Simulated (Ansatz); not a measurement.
An input for Ansatz 0.2.0 (Os):

run.py

```python
import json

import ase.io
import numpy as np

import ansatz as az

atoms = ase.io.read("Os.xyz")

calculation = (
    az.Crystal.from_ase(atoms)
    .calculation()
    .functional("pbe")
    .pseudopotentials(kind="nc", accuracy="stringent")
    .hubbard(projectors="ortho-atomic")
    .hubbard("Os", "d", u_eff=4.0)
    .occupations(method="gaussian", width=0.01)
    .forces()
    .stress()
    .band_table(publish=True)
)
outcome = calculation.run(threads=2, events_out="events.jsonl")

report = outcome.report
for line in open("events.jsonl"):
    event = json.loads(line)
    if event["event"] == "scf_iter":
        d = event["data"]
        print(f"SCF {d['iter']:3d}  HF = {d['harris_foulkes_ev']:.6f} eV  dr2 = {d['dr2_ev']:.2e} eV")
    elif event["event"] in ("relax_step", "md_step"):
        d = event["data"]
        print(f"{event['event']} {d['step']:3d}  E = {d['lagrangian_ev']:.6f} eV")
np.set_printoptions(precision=5, suppress=True, linewidth=110)
print("converged:", report["converged"], "after", report["n_iterations"], "iterations")
print(f"free energy {report['free_energy_ev']:.6f} eV, Fermi level {report['fermi_energy_ev']:.4f} eV")
for key in ("band_edges_ev", "magnetization_mub", "site_moments_mub", "site_moments_nc_mub", "forces_ev_ang",
                "stress_gpa"):
    if report.get(key) is not None:
        print(key, np.array(report[key]), sep="\n")
```

The input Os.xyz:

```xyz
1
Lattice="-0.0137200000 1.9253610000 1.8821260000 1.9477700000 -0.0158150000 1.8842220000 1.9853190000 1.9650060000 -0.0533650000" Properties=species:S:1:pos:R:3 pbc="T T T"
Os     0.0508372149      0.0860763375     -0.0274690700
```

Potentials or basis: PseudoDojo stringent.

Command:

```sh
$ python run.py
```

What does the program do with it?

The run stopped without a result. It printed:

Output:

```text
Traceback (most recent call last):
  File "run.py", line 22, in <module>
  [frames inside libraries left out]
ansatz.errors.InputError: no k-points: add .kpoints(mesh), or .kpoints with spacing=, density= or length=, or points= for k-points listed one by one  [kpoints.mp_grid]
```
